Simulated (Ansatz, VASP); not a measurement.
**Ti: VASP beside Ansatz**

Contents of POSCAR:

```
Ti
1.0
   -1.6410000000      1.6410000000      1.6410000000
    1.6410000000     -1.6410000000      1.6410000000
    1.6410000000      1.6410000000     -1.6410000000
Ti
1
Direct
    0.0000000000      0.0000000000      0.0000000000
```

The input INCAR.step1:

```
SYSTEM = Ti
PREC = Accurate
ENCUT = 520
ISMEAR = 0
SIGMA = 0.15
LREAL = .FALSE.
LASPH = .TRUE.
NELM = 60
NBANDS = 12
GGA = PE
ALGO = Normal
EDIFF = 1E-4
LWAVE = .TRUE.
LCHARG = .FALSE.
```

INCAR.step2

```
SYSTEM = Ti
PREC = Accurate
ENCUT = 520
EDIFF = 1E-7
ISMEAR = 0
SIGMA = 0.15
LREAL = .FALSE.
LASPH = .TRUE.
NELM = 60
ALGO = Normal
ISIF = 2
LWAVE = .FALSE.
LCHARG = .FALSE.
METAGGA = R2SCAN
LMIXTAU = .TRUE.
NBANDS = 12
ISTART = 1
```

Contents of KPOINTS:

```
Automatic mesh
0
G
  20 20 20
  0 0 0
```

Input for Ansatz:

```yaml
crystal:
  lattice:
    - [-1.641, 1.641, 1.641]
    - [1.641, -1.641, 1.641]
    - [1.641, 1.641, -1.641]
  atoms:
    - { symbol: Ti, position: [0.0, 0.0, 0.0] }
basis:
  ecutwfc: 500
kpoints:
  mp_grid: { grid: [20, 20, 20] }
hamiltonian:
  xc: r2scan
scf:
  occupations: { method: gaussian, width: 0.15 }
output:
  forces: true
  stress: true
  eigenvalues: true
```

This isn't the form of Ti at room conditions, which is hcp.

Alike in both runs: task single point; functional r2SCAN; k mesh 20 × 20 × 20; occupations gaussian, width 0.15 eV; no spin polarisation.

|  | VASP | Ansatz |
| --- | --- | --- |
| version | VASP 6.6.1 | Ansatz 0.2.0 |
| potentials or method | VASP PAW PBE potentials, release 64 (Ti_sv) | scalar-relativistic, plane waves, PAW |
| plane-wave cutoff (eV) | 520 | 500 |
| valence electrons in the cell | 12 | 12 |

|  | VASP | Ansatz | Ansatz less VASP |
| --- | --- | --- | --- |
| gap on the k mesh at the Fermi level (eV) | none | none | - |
| pressure (GPa) | -2.4 | -2.8 | -0.40 |

A gap of «none» marks a metal or a gap that the smearing closes. With one functional, cell and mesh, what is left measures potentials, basis and numerics.

Caveats: the PAW data sets were made with another functional, which shifts forces and pressure a little (VASP).
